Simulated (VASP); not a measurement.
# VASP inputs for RbCl (measured structure)

INCAR

```
EDIFF = 1E-7
NSW = 0
LCHARG = .FALSE.
LASPH = .TRUE.
METAGGA = R2SCAN
NBANDS = 15
NELM = 120
LREAL = .FALSE.
ENCUT = 520
SIGMA = 0.01
LWAVE = .FALSE.
ISIF = 2
PREC = Accurate
ALGO = Normal
ISMEAR = 0
IBRION = -1
```

KPOINTS

```
KPOINTS created by Atomic Simulation Environment
0
Gamma
6 6 6
0 0 0
```

KPOINTS_OPT

```
special points
6
Reciprocal
0.0000000000 0.0000000000 0.0000000000 1
0.5000000000 0.0000000000 0.5000000000 1
0.6250000000 0.2500000000 0.6250000000 1
0.3750000000 0.3750000000 0.7500000000 1
0.5000000000 0.5000000000 0.5000000000 1
0.5000000000 0.2500000000 0.7500000000 1
```

POSCAR

```
Rb Cl
 1.0000000000000000
    -0.0000000000000000    3.3057264435456175    3.3057264435456175
     3.3057264435456175    0.0000000000000000    3.3057264435456175
     3.3057264435456175    3.3057264435456175    0.0000000000000000
 Rb  Cl
   1   1
Cartesian
 -0.0000000000000000 -0.0000000000000000 -0.0000000000000000
  3.3057264435456175  3.3057264435456175  3.3057264435456175
```

VASP ran with the recommended PBE PAW datasets (16 valence electrons in the cell).

Q: Predict the results.

A: gap between bands v and c 5.56 eV; least direct gap 5.56 eV; pressure 0.0 GPa.

Band v is the last that the valence electrons fill when counted band by band, and c is the next. Levels in eV from the top of v:

```
point    v−1      v     c   c+1
    Γ   0.00   0.00  5.56  8.61
    X  -0.10  -0.10  6.67  8.85
    K  -0.29  -0.21  7.42  9.17
    L  -0.32  -0.32  8.18  8.49
    W  -0.24  -0.24  8.14  8.14
```
